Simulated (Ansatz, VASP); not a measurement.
**One calculation of Os, two programs**

```xyz
1
Lattice="0.0000 1.9473 1.9473 1.9473 0.0000 1.9473 1.9473 1.9473 0.0000" Properties=species:S:1:pos:R:3 pbc="T T T"
Os    0.0000    0.0000    0.0000
```

Change from the starting cell: volume scaled by 1.03.

Alike in both runs: task single point; functional PBE; k mesh 17 × 17 × 17; occupations fermi-dirac, width 0.05 eV; no spin polarisation.

|  | VASP | Ansatz |
| --- | --- | --- |
| version | VASP 6.6.1 | Ansatz 0.2.0 |
| potentials or method | VASP PAW PBE potentials, release 64 (Os), cutoff 520 eV | all-electron LAPW, scalar-relativistic |

```tsv
	VASP	Ansatz	Ansatz less VASP
pressure (GPa)	-11.0	-10.7	+0.31
```

Ansatz ran all-electron here, so the differences hold the error of VASP's frozen core and of both bases.

Spin-orbit coupling is left out, which matters for the levels of Os.
